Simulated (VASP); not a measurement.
**MgS in VASP 6.6.1, single-point calculation**

INCAR

```
NELM = 68
NBANDS = 11
NSW = 0
ENCUT = 520
EDIFF = 1E-7
ISMEAR = -1
LWAVE = .FALSE.
LREAL = .FALSE.
SIGMA = 0.02
PREC = Accurate
LASPH = .TRUE.
NELECT = 7
LCHARG = .FALSE.
ISIF = 2
GGA = PE
IBRION = -1
```

KPOINTS

```
KPOINTS created by Atomic Simulation Environment
0
Gamma
8 8 8
0 0 0
```

POSCAR

```
Mg S
 1.0000000000000000
     0.0000000000000000    2.8308768411999998    2.9441119149000001
     2.8308768411999998    0.0000000000000000    2.9441119149000001
     2.8308768411999998    2.8308768411999998    0.0000000000000000
 Mg  S
   1   1
Cartesian
  0.0000000000000000  0.0000000000000000  0.0000000000000000
  1.4154384205999999  1.4154384205999999  1.4720559574500003
```

The recommended PBE PAW datasets give the neutral cell 8 valence electrons.

Command

```
mpirun -np 1 vasp_std
```

OSZICAR

```
N       E                     dE             d eps       ncg     rms          rms(c)
DAV:   1     0.189580824375E+02    0.18958E+02   -0.26451E+03  1306   0.448E+02
DAV:   2    -0.679570175867E+01   -0.25754E+02   -0.25215E+02  1609   0.856E+01
DAV:   3    -0.835048819739E+01   -0.15548E+01   -0.15316E+01  1614   0.226E+01
DAV:   4    -0.836530073465E+01   -0.14813E-01   -0.14785E-01  1586   0.262E+00
DAV:   5    -0.836549067141E+01   -0.18994E-03   -0.18993E-03  1684   0.294E-01    0.297E+00
DAV:   6    -0.874455539560E+01   -0.37906E+00   -0.37029E-01  1502   0.199E+00    0.156E+00
DAV:   7    -0.873289061879E+01    0.11665E-01   -0.81230E-02  1494   0.116E+00    0.800E-01
DAV:   8    -0.874212263450E+01   -0.92320E-02   -0.31663E-02  1490   0.791E-01    0.320E-01
DAV:   9    -0.873972862322E+01    0.23940E-02   -0.11317E-02  1623   0.375E-01    0.150E-01
DAV:  10    -0.873976395486E+01   -0.35332E-04   -0.45527E-04  1569   0.108E-01    0.125E-01
DAV:  11    -0.873975805829E+01    0.58966E-05   -0.10790E-05  1569   0.181E-02    0.187E-01
DAV:  12    -0.873980357367E+01   -0.45515E-04   -0.13819E-04  1457   0.512E-02    0.312E-02
DAV:  13    -0.873980323288E+01    0.34079E-06   -0.29458E-06  1668   0.874E-03    0.253E-02
DAV:  14    -0.873980254912E+01    0.68376E-06   -0.14663E-06  1529   0.478E-03    0.402E-03
DAV:  15    -0.873980250269E+01    0.46427E-07   -0.48020E-08  1508   0.119E-03
   1 F= -.87398025E+01 E0= -.87371820E+01  d E =-.524093E-02
```

From OUTCAR

```
k-points           NKPTS =     59   k-points in BZ     NKDIM =     59   number of bands    NBANDS=     11

   NELECT =       7.0000    total number of electrons

   dimension x,y,z NGX =    30 NGY =   30 NGZ =   30
   dimension x,y,z NGXF=    60 NGYF=   60 NGZF=   60

  energy-cutoff  :      520.00
  volume of cell :       47.19
      direct lattice vectors                 reciprocal lattice vectors
     0.000000000  2.830876841  2.944111915    -0.176623721  0.176623721  0.169830500
     2.830876841  0.000000000  2.944111915     0.176623721 -0.176623721  0.169830500
     2.830876841  2.830876841  0.000000000     0.176623721  0.176623721 -0.169830500

 k-points in reciprocal lattice and weights: KPOINTS created by Atomic Simulation Env
   0.00000000  0.00000000  0.00000000       0.002
   0.12500000  0.00000000  0.00000000       0.016
   0.25000000  0.00000000  0.00000000       0.016
   0.37500000  0.00000000  0.00000000       0.016
   0.50000000  0.00000000  0.00000000       0.008
   0.12500000  0.12500000  0.00000000       0.004
   0.25000000  0.12500000  0.00000000       0.016
   0.37500000  0.12500000  0.00000000       0.016
   ...

 E-fermi :  -0.1832

 k-point     1 :       0.0000    0.0000    0.0000
  band No.  band energies     occupation
      1     -11.0150      2.00000
      2       0.1298      0.00000
      3       0.1865      0.00000
      4       0.1865      0.00000
      5       4.5503      0.00000
      6       8.8968      0.00000
      7       8.9925      0.00000
      8       8.9925      0.00000
      9      11.4035      0.00000
     10      12.0203      0.00000
     11      14.8013      0.00000

 k-point     2 :       0.1250    0.0000    0.0000
  band No.  band energies     occupation
      1     -10.9484      2.00000
      2      -0.3280      1.99856
      3       0.0986      0.00000
      4       0.1528      0.00000
      5       5.0901      0.00000
      6       8.7572      0.00000
      7       9.0829      0.00000
      8       9.1682      0.00000
      9      11.1248      0.00000
     10      11.6213      0.00000
     11      14.6190      0.00000

 k-point     3 :       0.2500    0.0000    0.0000
  band No.  band energies     occupation
      1     -10.7792      2.00000
      2      -1.2572      2.00000
      3      -0.0181      0.00052
      4       0.0751      0.00000
      5       5.9336      0.00000
      6       8.6890      0.00000
      7       9.1171      0.00000
      8       9.3431      0.00000
      9      11.3372      0.00000
     10      11.5016      0.00000
     11      13.7917      0.00000

 k-point     4 :       0.3750    0.0000    0.0000
  band No.  band energies     occupation
      1     -10.5959      2.00000
      2      -2.0126      2.00000
      3      -0.1263      0.11004
      4       0.0021      0.00019
      5       6.1897      0.00000
      6       8.7886      0.00000
      7       9.1307      0.00000
      8       9.3172      0.00000
      9      12.5040      0.00000
     10      12.5927      0.00000
     11      13.6111      0.00000

 k-point     5 :       0.5000    0.0000    0.0000
  band No.  band energies     occupation
      1     -10.5150      2.00000
      2      -2.2982      2.00000
      3      -0.1691      0.66198
      4      -0.0269      0.00080
      5       6.1774      0.00000
      6       8.6617      0.00000
      7       8.9948      0.00000
      8       9.6697      0.00000
      9      13.6179      0.00000
     10      13.8955      0.00000
     11      14.0430      0.00000

 ...

  Total       -6.2722995     -6.2722995     -5.8138942      0.0000000      0.0000000     -0.0000000
  in kB     -212.9664094   -212.9664094   -197.4019524      0.0000000      0.0000000     -0.0000000
  external PRESSURE =    -207.7782571 kB  Pullay stress =       0.0000000 kB

 POSITION                                       TOTAL-FORCE (eV/Angst)
 -----------------------------------------------------------------------------------
      0.00000      0.00000      0.00000         0.000000      0.000000     -0.000000
      1.41544      1.41544      1.47206        -0.000000     -0.000000      0.000000
 -----------------------------------------------------------------------------------
    total drift:                               -0.000000     -0.000000      0.000000

  FREE ENERGIE OF THE ION-ELECTRON SYSTEM (eV)
  ---------------------------------------------------
  free  energy   TOTEN  =        -8.7398025027 eV

  energy  without entropy=       -8.7345615743  energy(sigma->0) =       -8.73718204
```

It converged. Results: pressure -20.8 GPa.

The cell is charged and sits in a uniform background.

For comparison, a separate PBE run of the intended cell, on usual settings and not on those above, gives a gap of 3.22 eV on its mesh and a pressure of -1.3 GPa.

The run above took about 31 s on one core of a shared host (Intel Xeon Platinum 8488C) and held 0.18 GiB at most.
